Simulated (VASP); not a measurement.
# KCl in VASP 6.6.1, single-point calculation

INCAR

```
NBANDS = 15
NELM = 120
LCHARG = .FALSE.
ISIF = 2
IBRION = -1
LWAVE = .FALSE.
GGA = PE
EDIFF = 1E-7
LREAL = .FALSE.
LASPH = .TRUE.
PREC = Accurate
ENCUT = 520
ISMEAR = -1
NSW = 0
SIGMA = 0.02
```

KPOINTS

```
KPOINTS created by Atomic Simulation Environment
0
Monkhorst-Pack
6 6 6
0 0 0
```

POSCAR

```
K  Cl
 1.0000000000000000
     0.0000000000000000    3.6826469720000001    3.6826469720000001
     3.6826469720000001    0.0000000000000000    3.6826469720000001
     3.6826469720000001    3.6826469720000001    0.0000000000000000
 K   Cl
   1   1
Cartesian
  0.0000000000000000  0.0000000000000000  0.0000000000000000
  1.8413234860000001  1.8413234860000001  1.8413234860000001
```

The recommended PBE PAW datasets give the neutral cell 16 valence electrons.

Command

```
mpirun -np 1 vasp_std
```

Task: How does this run end, and what does it give?

Result: It converged. Results: gap between bands v and c on the k mesh 4.57 eV; least direct gap on the k mesh 4.58 eV; pressure -1.0 GPa. Band v is the last that the valence electrons fill when counted band by band, and c is the next.

OSZICAR

```
N       E                     dE             d eps       ncg     rms          rms(c)
DAV:   1     0.100407613158E+03    0.10041E+03   -0.64417E+03   840   0.889E+02
DAV:   2     0.195918131301E+01   -0.98448E+02   -0.88926E+02  1085   0.215E+02
DAV:   3    -0.674551322832E+01   -0.87047E+01   -0.86453E+01  1120   0.559E+01
DAV:   4    -0.712654683889E+01   -0.38103E+00   -0.38086E+00  1486   0.106E+01
DAV:   5    -0.712842002101E+01   -0.18732E-02   -0.18732E-02  1169   0.826E-01    0.306E+00
DAV:   6    -0.660795217522E+01    0.52047E+00   -0.77329E-01  1120   0.367E+00    0.235E+00
DAV:   7    -0.655323007412E+01    0.54722E-01   -0.20438E-01  1176   0.209E+00    0.148E+00
DAV:   8    -0.657557537938E+01   -0.22345E-01   -0.32110E-02  1153   0.114E+00    0.294E-01
DAV:   9    -0.657900160927E+01   -0.34262E-02   -0.40611E-03  1050   0.339E-01    0.174E-01
DAV:  10    -0.658188511106E+01   -0.28835E-02   -0.17277E-03   840   0.280E-01    0.323E-02
DAV:  11    -0.658194401167E+01   -0.58901E-04   -0.93378E-05  1086   0.570E-02    0.110E-02
DAV:  12    -0.658196522799E+01   -0.21216E-04   -0.25953E-05   840   0.398E-02    0.485E-03
DAV:  13    -0.658196592338E+01   -0.69539E-06   -0.50817E-07  1177   0.474E-03    0.177E-03
DAV:  14    -0.658196629996E+01   -0.37658E-06   -0.36089E-07   847   0.469E-03    0.998E-04
DAV:  15    -0.658196635556E+01   -0.55604E-07   -0.15064E-08   980   0.814E-04
   1 F= -.65819664E+01 E0= -.65819664E+01  d E =-.479182E-11
```

The shifted mesh misses Γ, so a band edge there is missed.

For comparison, a separate PBE run of the intended cell, on usual settings and not on those above, gives a gap of 4.47 eV on its mesh and a pressure of -1.0 GPa.
